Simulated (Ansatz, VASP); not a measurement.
Two plane-wave programs on ZnS

```
Zn S
1.0
     0.00000    2.60827    2.60827
     2.60827    0.00000    2.60827
     2.60827    2.60827    0.00000
Zn S
1 1
Direct
  0.25000 0.25000 0.25000
  0.00000 0.00000 0.00000
```

Alike in both runs: task single point; functional PBE; k mesh 8 × 8 × 8; occupations gaussian, width 0.05 eV; no spin polarisation.

```csv
,VASP,Ansatz
version,VASP 6.6.1,Ansatz 0.2.0
potentials or method,"VASP PAW PBE potentials, release 64 (Zn, S)","scalar-relativistic, plane waves, PAW"
plane-wave cutoff (eV),520,420
valence electrons in the cell,18,18
```

```csv
,VASP,Ansatz,Ansatz less VASP
gap on the k mesh at the Fermi level (eV),2.59,2.58,-0.013
least direct gap on the mesh (eV),2.59,2.58,-0.013
pressure (GPa),12.0,11.8,-0.21
```

With one functional, cell and mesh, what is left measures potentials, basis and numerics.

As with any semilocal functional, this PBE gap is likely too small.
